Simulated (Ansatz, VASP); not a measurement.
# One calculation of TiC, two programs

The input POSCAR:

```
TiC
1.0
    0.0000000000      2.1420470661      2.1420470661
    2.1420470661      0.0000000000      2.1420470661
    2.1420470661      2.1420470661      0.0000000000
Ti C
1 1
Direct
    0.0000000000      0.0000000000      0.0000000000
    0.5000000000      0.5000000000      0.5000000000
```

File INCAR.step1:

```
SYSTEM = TiC
PREC = Accurate ; ENCUT = 520
ISMEAR = 0 ; SIGMA = 0.1
LREAL = .False. ; LASPH = .True.
NELM = 100 ; NBANDS = 15
GGA = PE ; ALGO = Normal
EDIFF = 1E-4 ; LWAVE = .True.
LCHARG = .False.
```

Contents of INCAR.step2:

```
SYSTEM = TiC
PREC = Accurate ; ENCUT = 520
EDIFF = 1E-6 ; ISMEAR = 0
SIGMA = 0.1 ; LREAL = .False.
LASPH = .True. ; NELM = 100
ALGO = Normal ; ISIF = 2
LWAVE = .False. ; LCHARG = .True.
METAGGA = R2SCAN ; LMIXTAU = .True.
LELF = .True. ; LVHAR = .True.
NBANDS = 15 ; ISTART = 1
```

File KPOINTS:

```
regular mesh
0
Gamma
  16 16 16
  0 0 0
```

Input for Ansatz:

```yaml
crystal:
  lattice:
    - [0.0, 2.1420470747, 2.1420470747]
    - [2.1420470747, 0.0, 2.1420470747]
    - [2.1420470747, 2.1420470747, 0.0]
  atoms:
    - { symbol: Ti, position: [0.0, 0.0, 0.0] }
    - { symbol: C, position: [0.5, 0.5, 0.5] }
basis:
  ecutwfc: 500
kpoints:
  mp_grid: { grid: [16, 16, 16] }
hamiltonian:
  xc: r2scan
scf:
  occupations: { method: gaussian, width: 0.1 }
output:
  forces: true
  stress: true
  eigenvalues: true
```

Alike in both runs: task single point; functional r2SCAN; k mesh 16 × 16 × 16; occupations gaussian, width 0.1 eV; no spin polarisation.

|  | VASP | Ansatz |
| --- | --- | --- |
| version | VASP 6.6.1 | Ansatz 0.2.0 |
| potentials or method | VASP PAW PBE potentials, release 64 (Ti_sv, C) | scalar-relativistic, plane waves, PAW |
| plane-wave cutoff (eV) | 520 | 500 |
| valence electrons in the cell | 16 | 16 |

Ansatz gave:

```
gap on the k mesh at the Fermi level (eV) : none
pressure (GPa)                            : 8.5
```

Problem. What did VASP give for the same quantities?

Solution. gap on the k mesh at the Fermi level (eV): none; pressure (GPa): 9.5.

A gap of «none» marks a metal or a gap that the smearing closes.

Caveats: the PAW data sets were made with another functional, which shifts forces and pressure a little (VASP).
